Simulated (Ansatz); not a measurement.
# Pb in Ansatz: reference runs

Aim: a first look at Pb with PBE, on the cell as given.

All numbers are computed with Ansatz 0.2.0; they aren't measurements. Logs are shortened: lines on timing, memory, paths and dates and some standing lists are left out, and cuts for length are marked.

## 1. The cell of the first run

The cell holds a slab with vacuum, 8 atoms: a = 3.524 Å, b = 3.524 Å, c = 35.117 Å, α = 90.00°, β = 90.00°, γ = 120.00°.

## 2. Single point, PBE (the (0 0 1) slab of Pb, cut from the database cell, not relaxed)

The input, input.yaml:

```yaml
crystal:
  lattice:
    - [3.5243661424, 0.0, 0.0]
    - [-1.7621830712, 3.0521906115, 0.0]
    - [0.0, 0.0, 35.1166731675]
  atoms:
    - { symbol: Pb, position: [0.33333333, 0.66666666, 0.2135737621] }
    - { symbol: Pb, position: [0.0, 0.0, 0.2954098301] }
    - { symbol: Pb, position: [0.66666667, 0.33333334, 0.377245898] }
    - { symbol: Pb, position: [0.0, 0.0, 0.459081966] }
    - { symbol: Pb, position: [0.33333333, 0.66666666, 0.540918034] }
    - { symbol: Pb, position: [0.0, 0.0, 0.622754102] }
    - { symbol: Pb, position: [0.66666667, 0.33333334, 0.7045901699] }
    - { symbol: Pb, position: [0.0, 0.0, 0.7864262379] }
hamiltonian:
  xc: pbe
  pseudopotentials: { kind: paw }
kpoints:
  mp_grid: { grid: [9, 9, 1] }
scf:
  occupations: { method: fermi_dirac, width: 0.05 }
output:
  forces: true
  eigenvalues: true
efield:
  axis: 3
  dipole_correction: true
  ramp_width: 0.04
```

Potentials or basis: Ansatz PAW.

Run with:

```console
$ ansatz run input.yaml --threads 4 --pin off --max-ram 11264MiB --backend cpu --events-out ev --progress --plain --runs-dir out
```

The log of the run:

```text
Warning: RAYON_NUM_THREADS=4 ignored (pool sized by the plan → 4); use --threads N
Engine: ansatz 0.2.0, aarch64-unknown-linux-gnu
Pseudopotentials: kind: paw
Pseudopotential: Pb, paw, valence charge 14, recommended cutoff 420 eV (normal), Pb.paw.azcp
Functional definition: PBE
  parameter kappa = 0.804
  parameter beta = 0.06672455060314922
  exchange = pbe_x(kappa = kappa, mu = beta*pi^2/3)
  correlation = pbe_c(beta = beta)
Crystal: 8 atoms, lattice volume = 377.751 Å³
Basis set: ecut = 420 eV, 7335 PW (Γ), exchange–correlation on 48×48×480 points (8 copies of the dense FFT grid, shifted against one another)
Bands: 68, of which v1, the nominal top of the filled ones, is band 56 counted from 1 (55 counted from 0)
Symmetry: 6 space group operations
Space group: P3m1 (ITA 156), of the structure as read, at distance tolerance 7.2e-5 Å
k-points: 12 of 81 (time reversal used)
Non-local potential: Pb, projectors of the file, l = 0: 2, l = 1: 2, l = 2: 2, l = 3: 2
PAW form: soft (Blöchl's): semilocal exchange-correlation on the pseudo side does not see the compensation charge
PAW one-centre angular grid: Pb, 590 points (default); XC on 64 Gauss nodes
Initial density: superposition of atomic densities (neutral atoms: chi_scale 0, normalization atom), corrected by the library's trained network
Initial wavefunctions: pseudopotential atomic-orbital guess
Functional: x = pbe(κ = 0.804, μ = 0.2195149727645171), c = pbe(β = 0.06672455060314922)
SCF iter   1: F=—  HF=-95250.932293 eV  |F-HF|=—  |Δ(HF+E_count)|=         —  Δρ=1.34e-3  dr2=3.36e-1  ethr=1.77e-3  p=0.001 e·Å  D=6.13e-4 V/Å  ΔV_dip=-0.02 eV  dr2_dipole=1.93e-1  V_vac-E_F(+/−)=3.74/3.76 eV  ⟨swp⟩=7.8  Hψ=3460  notcnv=0  defer=7
[... 16 lines left out ...]
Fermi energy:    5.690564 eV
Dipole field:    D = -0.000365 V/Å  (p = -0.000761 e·Å, saw-weighted, corrected)
Work function:   Φ+ = 3.8104 eV   Φ− = 3.7976 eV
Levels:          The Fermi level and band energies are counted from a zero that moves with the ramp; work functions are not
--- Per-component energies (eV) ---
  E_band       = -881.537947
  E_kinetic    = 2308.110534
  E_local      = -83488.665364  (includes V_loc(G=0)·N_el)
  E_nonlocal   = 2796.316086
  E_hartree    = 40618.846446
  E_xc         = -1764.439468
  E_vxc        = -1057.482810  (∫ρ·V_xc dr)
  E_paw        = -83244.228268  (= ΣΔE_a)
  E_vpaw       = -2677.501799  (= ΣTr[D̂ρ^β])
  E_aug_tail   = 0.000369  (compensation charges beyond the density's cutoff)
  E_efield     = 0.000000  (sawtooth field / dipole correction)
  E_vefield    = 0.000000  (∫n·V_field dr)
  E_ewald      = 27523.165030
  E_smearing   = -0.031521  (= −TS)
  E_closure    = 0.000000  (closes the sum)
  Σ components = -95250.926157   (vs F -95250.926157, Δ=0.00e0)
--- Forces (eV/Å), atoms counted from 1 ---
  atom   1  Pb     0.00000000     0.00000000     0.15862268
  atom   2  Pb    -0.00000000    -0.00000000    -0.33185124
  atom   3  Pb    -0.00000000    -0.00000000     0.06763416
  atom   4  Pb    -0.00000000    -0.00000000    -0.03467178
  atom   5  Pb     0.00000000     0.00000000     0.08514101
  atom   6  Pb    -0.00000000     0.00000000    -0.13635995
  atom   7  Pb    -0.00000000    -0.00000000     0.34575537
  atom   8  Pb     0.00000000     0.00000000    -0.15427363
  max |Σ_I F_I| component: 3.38e-6 eV/Å
--- Band table (eV; the first three rows and the last of 12) ---
  k-point 0: bands = ["-11.4571", "-11.4402", "-11.4350", "-11.4350", "-11.4178", "-11.4026", "-11.3990", "-11.3990", "-11.3961", "-11.3961", "-11.3823", "-11.3823", "-11.3738", "-11.3618", "-11.3618", "-11.3605", "-11.3566", "-11.3318", "-11.3318", "-11.2993", "-11.2993", "-11.2954", "-11.2865", "-11.2865", "-11.2754", "-11.2754", "-11.2626", "-11.2626", "-11.2557", "-11.2557", "-11.2156", "-11.2156", "-11.1745", "-11.1745", "-11.1578", "-11.1578", "-11.1423", "-11.1423", "-11.0851", "-11.0851", "-5.8751", "-5.6645", "-5.3265", "-4.9091", "-4.3706", "-3.7311", "-3.0980", "-2.6039", "1.8681", "2.6646", "3.7801", "5.0907", "6.5331", "7.9622", "8.8973", "9.6078", "9.8672", "11.1602", "11.1818", "11.1818", "11.3498", "11.3498", "11.5228", "11.6069", "11.6069", "11.8797", "11.8797", "12.2001"]
  k-point 1: bands = ["-11.4563", "-11.4331", "-11.4301", "-11.4232", "-11.4090", "-11.4003", "-11.3982", "-11.3959", "-11.3788", "-11.3745", "-11.3742", "-11.3706", "-11.3614", "-11.3544", "-11.3501", "-11.3472", "-11.3463", "-11.3261", "-11.3130", "-11.3068", "-11.3003", "-11.2871", "-11.2867", "-11.2752", "-11.2727", "-11.2685", "-11.2636", "-11.2553", "-11.2535", "-11.2436", "-11.2241", "-11.2178", "-11.1826", "-11.1729", "-11.1709", "-11.1593", "-11.1570", "-11.1408", "-11.1005", "-11.0844", "-5.6681", "-5.4579", "-5.1212", "-4.7068", "-4.1735", "-3.5425", "-2.9221", "-2.4422", "2.1035", "2.8806", "3.9691", "5.2458", "6.6446", "8.0259", "8.9956", "9.1880", "9.3540", "9.6060", "9.7695", "9.9322", "10.0357", "10.4179", "10.5328", "10.6210", "10.8886", "10.9384", "11.0308", "11.2839"]
  k-point 2: bands = ["-11.4853", "-11.4580", "-11.4520", "-11.4232", "-11.4059", "-11.4017", "-11.3744", "-11.3689", "-11.3639", "-11.3563", "-11.3553", "-11.3532", "-11.3457", "-11.3438", "-11.3267", "-11.3246", "-11.3196", "-11.3080", "-11.3001", "-11.2971", "-11.2917", "-11.2828", "-11.2707", "-11.2611", "-11.2468", "-11.2407", "-11.2350", "-11.2251", "-11.2237", "-11.2133", "-11.2061", "-11.1982", "-11.1971", "-11.1911", "-11.1634", "-11.1615", "-11.1423", "-11.1355", "-11.1297", "-11.0833", "-5.0496", "-4.8418", "-4.5107", "-4.1074", "-3.5925", "-2.9909", "-2.4132", "-1.9795", "2.7792", "3.4756", "4.4191", "5.4229", "6.1286", "6.4734", "6.5925", "7.0132", "7.2624", "7.7301", "8.0369", "8.4460", "8.8143", "9.1346", "9.2525", "9.4813", "9.7623", "9.8411", "10.2726", "10.3870"]
  k-point 11: bands = ["-11.4549", "-11.4435", "-11.4335", "-11.4133", "-11.4029", "-11.3980", "-11.3736", "-11.3637", "-11.3458", "-11.3430", "-11.3263", "-11.3207", "-11.3197", "-11.3154", "-11.2975", "-11.2946", "-11.2932", "-11.2847", "-11.2805", "-11.2776", "-11.2647", "-11.2587", "-11.2320", "-11.2276", "-11.2214", "-11.2068", "-11.2051", "-11.2029", "-11.1955", "-11.1930", "-11.1748", "-11.1561", "-11.1544", "-11.1524", "-11.1452", "-11.1346", "-11.1190", "-11.1189", "-11.1144", "-11.0716", "-1.5446", "-1.5331", "-1.4942", "-1.4694", "-1.3851", "-1.3775", "-1.3390", "-1.2326", "3.1665", "3.1725", "3.3589", "3.4102", "3.5083", "3.7823", "3.9483", "3.9729", "4.3713", "4.4763", "4.5330", "4.9212", "5.1267", "5.2642", "5.6913", "5.8018", "7.0740", "7.9392", "8.0479", "8.2631"]
```

It took 6.1 s on 4 threads of Arm Neoverse V2, shared host; peak memory 0.86 GiB.

What came out:

- Free energy: -95250.9262 eV
- Largest force: 0.346 eV/Å
- Band gap on the k mesh: none (metal or under the smearing width)
- Work function of the upper face: 3.81 eV
- Work function of the lower face: 3.80 eV
- Dipole across the slab: -0.001 e·Å

Forces in eV/Å, atoms in the order of the input:
```
Pb   0.000  0.000  0.159
Pb   0.000  0.000 -0.332
Pb   0.000  0.000  0.068
Pb   0.000  0.000 -0.035
Pb   0.000  0.000  0.085
Pb   0.000  0.000 -0.136
Pb   0.000  0.000  0.346
Pb   0.000  0.000 -0.154
```
